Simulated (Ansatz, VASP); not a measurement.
One calculation of CoO, two programs

```
CELL_PARAMETERS angstrom
0.00000 2.06448 2.06448
2.06448 0.00000 2.06448
2.06448 2.06448 0.00000
ATOMIC_POSITIONS crystal
Co 0.00000 0.00000 0.00000
O 0.50000 0.50000 0.50000
```

Alike in both runs: task single point; functional PBE; k mesh 14 × 14 × 14; occupations gaussian, width 0.05 eV; no spin polarisation.

```csv
,VASP,Ansatz
version,VASP 6.6.1,Ansatz 0.2.0
potentials or method,"VASP PAW PBE potentials, release 64 (Co, O)","scalar-relativistic, plane waves, PAW"
plane-wave cutoff (eV),520,420
valence electrons in the cell,15,23
```

VASP gave:

| Property | Result |
| --- | --- |
| gap on the k mesh at the Fermi level (eV) | none |
| pressure (GPa) | -4.1 |

Q: Which values does Ansatz return?

A: gap on the k mesh at the Fermi level (eV): none; pressure (GPa): -4.2.

A gap of «none» marks a metal or a gap that the smearing closes. The two sets of potentials don't hold the same shells in valence.

Caveats: an odd number of electrons without spin polarisation forces a metal; a magnetic or distorted state may lie lower; the run has no spin polarisation, though such a crystal can be magnetic; semilocal functionals often make such compounds metallic where correlation or magnetic order opens a gap, which also shifts bond lengths. Spin polarisation is off, so any magnetic state and its effect on volume and gap are missing.
